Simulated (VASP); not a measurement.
# SiC (Moissanite 3C) (F-43m) in VASP: a series of runs

Aim: see how the results for SiC (Moissanite 3C) move with the level of theory and the settings. Levels: LDA, PBE. Tasks: phonons, dielectric tensor.

All numbers are computed with VASP 6.6.1; they aren't measurements. Logs are shortened: lines on timing, memory, paths and dates and some standing lists are left out, and cuts for length are marked.

**Experimental background.**

“Infrared properties of SiC particles”, 1999, arxiv:astro-ph/9903031 quotes, for a bulk crystal of SiC: high-frequency dielectric constant 6.49.

The runs below are set against these values where they give the same quantity.

## (1) The structure

Symmetry: F-43m, No. 216, cubic system. Conventional cell: a = 4.331 Å, b = 4.331 Å, c = 4.331 Å, α = 90.00°, β = 90.00°, γ = 90.00°. Si (site symmetry -43m) is surrounded by 4 C at 1.88 Å. C (site symmetry -43m) is surrounded by 4 Si at 1.88 Å.

## (2) Phonons, LDA

The input, POSCAR:

```
SiC
1.0
    0.0000000000      2.1652753731      2.1652753731
    2.1652753731      0.0000000000      2.1652753731
    2.1652753731      2.1652753731      0.0000000000
  Si              C
     1     1
Direct
     0.0000000000000000    0.0000000000000000    0.0000000000000000
     0.2500000000000000    0.2500000000000000    0.2500000000000000
```

The input, INCAR.step1:

```
SYSTEM = SiC
ALGO = Normal
EDIFF = 1E-8
EDIFFG = -0.002
ENCUT = 600
IBRION = 2
ISIF = 3
ISMEAR = 0
LASPH = .TRUE.
LCHARG = .FALSE.
LREAL = .FALSE.
LWAVE = .FALSE.
NELM = 80
NSW = 40
PREC = Accurate
SIGMA = 0.03
```

The input, INCAR.step2:

```
SYSTEM = SiC
ALGO = Normal
EDIFF = 1E-8
ENCUT = 600
IBRION = 6
ISIF = 2
ISMEAR = 0
LASPH = .TRUE.
LCHARG = .FALSE.
LREAL = .FALSE.
LWAVE = .FALSE.
NELM = 80
NFREE = 2
NSW = 1
POTIM = 0.015
PREC = Accurate
SIGMA = 0.03
```

The input, KPOINTS:

```
k-points
0
G
  10 10 10
  0 0 0
```

Potentials or basis: VASP PAW LDA potentials, release 64 (Si, C).

Launch:

```sh
cat potpaw_LDA.64/Si/POTCAR potpaw_LDA.64/C/POTCAR > POTCAR
cp INCAR.step1 INCAR
mpirun -np 1 vasp_std > vasp.out
cp CONTCAR POSCAR
cp INCAR.step2 INCAR
mpirun -np 1 vasp_std > vasp.out
```

OUTCAR:

```text
SYSTEM = SiC
   EDIFF = 1E-8
   ENCUT = 600
   IBRION = 6
   ISIF = 2
   ISMEAR = 0
   LASPH = .TRUE.
   LREAL = .FALSE.
   NELM = 80
   NFREE = 2
   NSW = 1
   POTIM = 0.015
   PREC = Accurate

 ion  position               nearest neighbor table
   1  0.000  0.000  0.000-   2 1.88   2 1.88   2 1.88   2 1.88
   2  0.250  0.250  0.250-   1 1.88   1 1.88   1 1.88   1 1.88

  LATTYP: Found a face centered cubic cell.
 ALAT       =     4.3305507462

  Lattice vectors:

 A1 = (   0.0000000000,   2.1652753731,   2.1652753731)
 A2 = (   2.1652753731,   0.0000000000,   2.1652753731)
 A3 = (   2.1652753731,   2.1652753731,   0.0000000000)

Analysis of symmetry for initial positions (statically):
=====================================================================
 Subroutine PRICEL returns:
 Original cell was already a primitive cell.

 Routine SETGRP: Setting up the symmetry group for a
 face centered cubic supercell.

 Subroutine GETGRP returns: Found 24 space group operations
 (whereof 24 operations were pure point group operations)
 out of a pool of 48 trial point group operations.

The static configuration has the point symmetry T_d .

Analysis of symmetry for dynamics (positions and initial velocities):
=====================================================================
 Subroutine PRICEL returns:
 Original cell was already a primitive cell.

 Routine SETGRP: Setting up the symmetry group for a
 face centered cubic supercell.

 Subroutine GETGRP returns: Found 24 space group operations
 (whereof 24 operations were pure point group operations)
 out of a pool of 48 trial point group operations.

The dynamic configuration has the point symmetry T_d .

 Subroutine INISYM returns: Found 24 space group operations
 (whereof 24 operations are pure point group operations),
 and found     1 'primitive' translations

----------------------------------------------------------------------------------------

                                     Primitive cell

  volume of cell :      20.3034

  direct lattice vectors                    reciprocal lattice vectors
     0.000000000  2.165275373  2.165275373    -0.230917511  0.230917511  0.230917511
     2.165275373  0.000000000  2.165275373     0.230917511 -0.230917511  0.230917511
     2.165275373  2.165275373  0.000000000     0.230917511  0.230917511 -0.230917511

  length of vectors
     3.062161799  3.062161799  3.062161799     0.399960862  0.399960862  0.399960862

  position of ions in fractional coordinates (direct lattice)
     0.000000000  0.000000000  0.000000000
     0.250000000  0.250000000  0.250000000

  ion indices of the primitive-cell ions
   primitive index   ion index
                 1           1
                 2           2

----------------------------------------------------------------------------------------

 KPOINTS: k-points

Automatic generation of k-mesh.
 Grid dimensions read from file:
 generate k-points for:   10   10   10

 Generating k-lattice:

  Cartesian coordinates                     Fractional coordinates (reciprocal lattice)
    -0.023091751  0.023091751  0.023091751     0.100000000  0.000000000  0.000000000
     0.023091751 -0.023091751  0.023091751     0.000000000  0.100000000  0.000000000
     0.023091751  0.023091751 -0.023091751     0.000000000  0.000000000  0.100000000

  Length of vectors
     0.039996086  0.039996086  0.039996086

  Shift w.r.t. Gamma in fractional coordinates (k-lattice)
     0.000000000  0.000000000  0.000000000

 Subroutine IBZKPT returns following result:
 ===========================================

 Found     47 irreducible k-points:

 Following reciprocal coordinates:
            Coordinates               Weight
  0.000000  0.000000  0.000000      1.000000
  0.100000  0.000000  0.000000      8.000000
  0.200000  0.000000  0.000000      8.000000
  0.300000  0.000000  0.000000      8.000000
  0.400000  0.000000  0.000000      8.000000
  0.500000  0.000000  0.000000      4.000000
[... 16 lines left out ...]
  0.300000  0.300000  0.000000      6.000000
  0.400000  0.300000  0.000000     24.000000
 [... further k-points ...]
   k-points           NKPTS =     47   k-points in BZ     NKDIM =     47   number of bands    NBANDS=      8
   number of dos      NEDOS =    301   number of ions     NIONS =      2
   total plane-waves  NPLWV =  13824
   dimension x,y,z NGX =    24 NGY =   24 NGZ =   24
   dimension x,y,z NGXF=    48 NGYF=   48 NGZF=   48
   ions per type =               1   1
   NGX,Y,Z   is equivalent  to a cutoff of  13.03, 13.03, 13.03 a.u.
   NGXF,Y,Z  is equivalent  to a cutoff of  26.06, 26.06, 26.06 a.u.
 SYSTEM =  SiC
   PREC   = accura    normal or accurate (medium, high low for compatibility)
   ISTART =      0    job   : 0-new  1-cont  2-samecut
   ICHARG =      2    charge: 1-file 2-atom 10-const
   ISPIN  =      1    spin polarized calculation?
   LNONCOLLINEAR =      F non collinear calculations
   LSORBIT =      F    spin-orbit coupling
   LASPH  =      T    aspherical Exc in radial PAW
   ENCUT  =  600.0 eV  44.10 Ry    6.64 a.u.   6.12  6.12  6.12*2*pi/ulx,y,z
   NELM   =     80;   NELMIN=  2; NELMDL=  0     # of ELM steps
   EDIFF  = 0.1E-07   stopping-criterion for ELM
   LREAL  =      F    real-space projection
   EDIFFG = 0.1E-06   stopping-criterion for IOM
   NSW    =     61    number of steps for IOM
   IBRION =      6    ionic relax: 0-MD 1-quasi-New 2-CG
   NFREE  =      2    steps in history (QN), initial steepest desc. (CG)
   ISIF   =      2    stress and relaxation
   ISYM   =      2    0-nonsym 1-usesym 2-fastsym
   POTIM  = 0.0150    time-step for ionic-motion
   TEBEG  =    0.0;   TEEND  =   0.0 temperature during run
   PSTRESS=    0.0 pullay stress
   NELECT =       8.0000    total number of electrons
   NUPDOWN=      -1.0000    fix difference up-down
   EMIN   =  10.00;   EMAX   =-10.00  energy-range for DOS
   EFERMI =   0.00;   METHOD = LEGACY
   ISMEAR =     0;   SIGMA  =   0.03  broadening in eV -4-tet -1-fermi 0-gaus
   EFERMI_NEDOS =   21; number of points for ismear=-14 and -15
   IALGO  =     38    algorithm
   IMIX   =      4    mixing-type and parameters
     AMIX     =   0.40;   BMIX     =  1.00
     AMIX_MAG =   1.60;   BMIX_MAG =  1.00
  volume/ion in A,a.u.               =      10.15        68.51
  Fermi-wavevector in a.u.,A,eV,Ry     =   1.200185  2.268022 19.598446  1.440445
  Thomas-Fermi vector in A             =   2.336028
   LORBIT       =      0    0 simple, 1 ext, 2 COOP (PROOUT), +10 PAW based schemes
   GGA     = CA    functional components
   LHFCALC =     F    Hartree Fock is set to
   AEXX    =    0.0000 exact exchange contribution
   IVDW    =     0    specifies the selected vdW correction
   LEPSILON=     F    determine dielectric tensor
   LRPA    =     F    only Hartree local field effects (RPA)
 finite differences with symmetry
 non-spin polarized calculation
 Gauss-broadening in eV      SIGMA  =   0.03
  energy-cutoff  :      600.00
  volume of cell :       20.30
 maximum number of plane-waves:       700
   NGX = 13   NGY = 13   NGZ = 13

--------------------------------------- Ionic step        1  -------------------------------------------

 number of electron       8.0000000 magnetization

 Free energy of the ion-electron system (eV)
  ---------------------------------------------------
  ext. energy  EPLUGINS =         0.00000000
  ---------------------------------------------------
  free energy    TOTEN  =       -16.64467094 eV

  energy without entropy =      -16.64467094  energy(sigma->0) =      -16.64467094

------------------------ aborting loop because EDIFF is reached ----------------------------------------

  FORCE on cell =-STRESS in cart. coord.  units (eV):
  Direction    XX          YY          ZZ          XY          YZ          ZX
  --------------------------------------------------------------------------------------
  -------------------------------------------------------------------------------------
  Total       -0.0000654     -0.0000654     -0.0000654     -0.0000000      0.0000000     -0.0000000
  in kB       -0.0051640     -0.0051640     -0.0051640     -0.0000000      0.0000000     -0.0000000
  external PRESSURE =      -0.0051640 kB  Pullay stress =       0.0000000 kB
[... 129 lines left out ...]
  energy  without entropy=      -16.6424615894  energy(sigma->0) =      -16.64246159

--------------------------------------- Ionic step        5  -------------------------------------------

 number of electron       8.0000000 magnetization

 Free energy of the ion-electron system (eV)
  ---------------------------------------------------
  ext. energy  EPLUGINS =         0.00000000
  ---------------------------------------------------
  free energy    TOTEN  =       -16.64246158 eV

  energy without entropy =      -16.64246158  energy(sigma->0) =      -16.64246158

 E-fermi :   8.5510     XC(G=0): -11.6373

 val. band max:        8.3489223533   @ k =   0.0000   0.0000   0.0000
 cond. band min:       9.5661266298   @ k =   0.5000   0.5000   0.0000
 fundamental gap:      1.2172042765
 Fermi energy:         8.5509930329

 k-point     1 :       0.0000    0.0000    0.0000
  band No.  band energies     occupation
      1      -7.1865      2.00000
      2       8.2057      2.00000
      3       8.2785      2.00000
      4       8.3489      2.00000
      5      14.7921      0.00000
      6      15.5729      0.00000
      7      15.6017      0.00000
      8      15.6325      0.00000
[... 243 lines left out ...]
 k-point    24 :       0.4000    0.3000    0.0000
  band No.  band energies     occupation
      1      -3.9723      2.00000
      2       2.7002      2.00000
      3       5.1009      2.00000
      4       5.6158      2.00000
      5      11.0908      0.00000
      6      13.8595      0.00000
      7      19.9660      0.00000
      8      20.2608      0.00000

 [... further k-points ...]

------------------------ aborting loop because EDIFF is reached ----------------------------------------

  FORCE on cell =-STRESS in cart. coord.  units (eV):
  Direction    XX          YY          ZZ          XY          YZ          ZX
  --------------------------------------------------------------------------------------
  -------------------------------------------------------------------------------------
  Total       -0.0004517      0.0051465      0.0051465      0.0000000      0.1302728      0.0000000
  in kB       -0.0356452      0.4061198      0.4061198      0.0000000     10.2800403      0.0000000
  external PRESSURE =       0.2588648 kB  Pullay stress =       0.0000000 kB
[... 17 lines left out ...]
  FREE ENERGIE OF THE ION-ELECTRON SYSTEM (eV)
  ---------------------------------------------------
  free  energy   TOTEN  =       -16.6424615821 eV

  energy  without entropy=      -16.6424615821  energy(sigma->0) =      -16.64246158

 INTERNAL STRAIN TENSORS FROM DISPLACED ATOMS
 ============================================

 INTERNAL STRAIN TENSOR FOR ION    1 for displacements in x,y,z  (eV/Angst):
          X           Y           Z          XY          YZ          ZX
  --------------------------------------------------------------------------------
  x     0.00000     0.00000     0.00000     0.00000     8.68670     0.00000
  y     0.00000     0.00000     0.00000     0.00000     0.00000     8.68670
  z     0.00000     0.00000     0.00000     8.68670     0.00000     0.00000

 INTERNAL STRAIN TENSOR FOR ION    2 for displacements in x,y,z  (eV/Angst):
          X           Y           Z          XY          YZ          ZX
  --------------------------------------------------------------------------------
  x     0.00000     0.00000     0.00000     0.00000    -8.68260     0.00000
  y     0.00000     0.00000     0.00000     0.00000     0.00000    -8.68260
  z     0.00000     0.00000     0.00000    -8.68260     0.00000     0.00000

 Eigenvectors and eigenvalues of the dynamical matrix
 ----------------------------------------------------

   1 f  =   23.882925 THz   150.060843 2PiTHz  796.648627 cm-1    98.771797 meV
             X         Y         Z           dx          dy          dz
      0.000000  0.000000  0.000000     0.000000    0.547315    0.000000
      1.082638  1.082638  1.082638     0.000000   -0.836927    0.000000

   2 f  =   23.882925 THz   150.060843 2PiTHz  796.648627 cm-1    98.771797 meV
             X         Y         Z           dx          dy          dz
      0.000000  0.000000  0.000000    -0.547315    0.000000    0.000000
      1.082638  1.082638  1.082638     0.836927    0.000000    0.000000
[... 11 lines left out ...]
   5 f/i=    0.000062 THz     0.000388 2PiTHz    0.002058 cm-1     0.000255 meV
             X         Y         Z           dx          dy          dz
      0.000000  0.000000  0.000000     0.000000   -0.836927    0.000000
      1.082638  1.082638  1.082638     0.000000   -0.547315    0.000000

   6 f/i=    0.000062 THz     0.000388 2PiTHz    0.002058 cm-1     0.000255 meV
             X         Y         Z           dx          dy          dz
      0.000000  0.000000  0.000000     0.000000    0.000000    0.836927
      1.082638  1.082638  1.082638     0.000000    0.000000    0.547315

 ELASTIC MODULI CONTR FROM IONIC RELAXATION (kBar)
 Direction    XX          YY          ZZ          XY          YZ          ZX
 --------------------------------------------------------------------------------
 XX           0.0000      0.0000      0.0000      0.0000      0.0000      0.0000
 YY           0.0000      0.0000      0.0000      0.0000      0.0000      0.0000
 ZZ           0.0000      0.0000      0.0000      0.0000      0.0000      0.0000
 XY           0.0000      0.0000      0.0000   -303.1240      0.0000      0.0000
 YZ           0.0000      0.0000      0.0000      0.0000   -303.1240      0.0000
 ZX           0.0000      0.0000      0.0000      0.0000      0.0000   -303.1240
 --------------------------------------------------------------------------------
```

Run time: 30 s. Hardware: 1 thread of Intel Xeon 6975P-C (Granite Rapids), shared host; peak memory 0.17 GiB.

What came out:

- Highest phonon frequency at Γ, LO-TO splitting left out: 797 cm⁻¹

Phonon frequencies in cm⁻¹ (negative: imaginary):
```tsv
q point	frequencies
(0.000, 0.000, 0.000)	0 0 0 797 797 797
```

(Continued in part 2 of 2.)
